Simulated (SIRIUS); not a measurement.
Set up this calculation in SIRIUS 7.10.0, as the native input.

```yaml
Task: single point
Functional: PBE
Potentials_or_basis: PseudoDojo 0.4.1 PBE standard (scalar relativistic)
Cutoff: 557 eV
Density_cutoff: 2229 eV
k_mesh: 10 × 10 × 10
Occupations: fermi-dirac, width 0.05 eV
Spin: no spin polarisation
Libxc_names: "[\"XC_GGA_X_PBE\", \"XC_GGA_C_PBE\"]"
Energy_tol: 1e-08 Ha
Density_tol: 1e-06
Mixer: anderson
Mixing_beta: 0.7
Max_scf: 100
Radial_cutoff_for_the_potentials'_integrals: 6.5 bohr
```

The system is Al.

```
Al
1.0
     2.72176    0.00000    0.00000
     0.00000    2.72176    0.00000
     0.00000    0.00000    2.72176
Al
1
Direct
  0.00000 0.00000 0.00000
```

The cell was built by a generator and needn't be a form met in nature.

One way to write it, as run:

sirius.json

```json
{
  "control": {
    "processing_unit": "cpu",
    "verbosity": 2,
    "num_bands_to_print": 7,
    "print_forces": true,
    "print_stress": true
  },
  "parameters": {
    "electronic_structure_method": "pseudopotential",
    "xc_functionals": ["XC_GGA_X_PBE", "XC_GGA_C_PBE"],
    "gk_cutoff": 6.4,
    "pw_cutoff": 12.8,
    "ngridk": [10, 10, 10],
    "shiftk": [0, 0, 0],
    "smearing": "fermi_dirac",
    "smearing_width": 0.0018374661,
    "num_bands": 7,
    "num_mag_dims": 0,
    "num_dft_iter": 100,
    "energy_tol": 1e-08,
    "density_tol": 1e-06
  },
  "iterative_solver": {
    "type": "davidson",
    "min_tolerance": 1e-09,
    "tolerance_scale": [0.1, 0.25]
  },
  "mixer": {
    "type": "anderson",
    "beta": 0.7,
    "max_history": 8
  },
  "settings": {
    "tol_ne": 1e-10,
    "pseudo_grid_cutoff": 6.5
  },
  "unit_cell": {
    "lattice_vectors": [
      [5.143380976961, 0.0, 0.0],
      [0.0, 5.143380976961, 0.0],
      [0.0, 0.0, 5.143380976961]
    ],
    "atom_coordinate_units": "lattice",
    "atom_types": ["Al"],
    "atom_files": {
      "Al": "Al.json"
    },
    "atoms": {
      "Al": [
        [0.0, 0.0, 0.0]
      ]
    }
  }
}
```

Potentials or basis: PseudoDojo 0.4.1 PBE standard (scalar relativistic).

Command:

```console
$ upf_to_json Al.upf
$ OMP_NUM_THREADS=1 sirius.scf --input=sirius.json --output=out.json --task=0
```

It gave:

```
Pressure               : 0.2 GPa
Band gap on the k mesh : none (metal or under the smearing width)
```

Run time: 6 s on 1 thread of Arm Neoverse V1 (shared host), peak memory 0.18 GiB.
